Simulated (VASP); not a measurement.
The system is BeTe.

```xyz
2
Lattice="0.0000 2.8100 2.8100 2.8100 0.0000 2.8100 2.8100 2.8100 0.0000" Properties=species:S:1:pos:R:3 pbc="T T T"
Be    0.0000    0.0000    0.0000
Te    1.4050    1.4050    1.4050
```

The cell was built by a generator and needn't be a form met in nature.

| Quantity | Value |
| --- | --- |
| Program | VASP 6.6.1 |
| Task | relaxation of cell and atoms |
| Functional | LDA |
| Potentials or basis | VASP PAW LDA potentials, release 64 (Be, Te) |
| Cutoff | 600 eV |
| k mesh | 10 × 10 × 10 |
| Occupations | gaussian, width 0.02 eV |
| Spin | no spin polarisation |

At the start: pressure -1.9 GPa; volume 22.19 Å³/atom.

Problem. How do energy, volume and symmetry change on relaxing?

Solution. Over 3 steps the energy falls by 4.0 meV/atom and the volume is 21.51 Å³/atom (-3.1 %); space group F-43m (No. 216, to 0.05 Å).

Step by step:
```csv
step,energy change (eV),largest force (eV/Å),pressure (GPa),volume (Å³)
1,0.0000,0.0000,-1.85,44.38
2,-0.0077,0.0000,0.41,42.75
3,-0.0081,0.0000,0.01,43.02
```

Final structure:
```
Be Te
1.0
     0.00000    2.78102    2.78102
     2.78102    0.00000    2.78102
     2.78102    2.78102    0.00000
Be Te
1 1
Direct
  0.00000 0.00000 0.00000
  0.25000 0.25000 0.25000
```
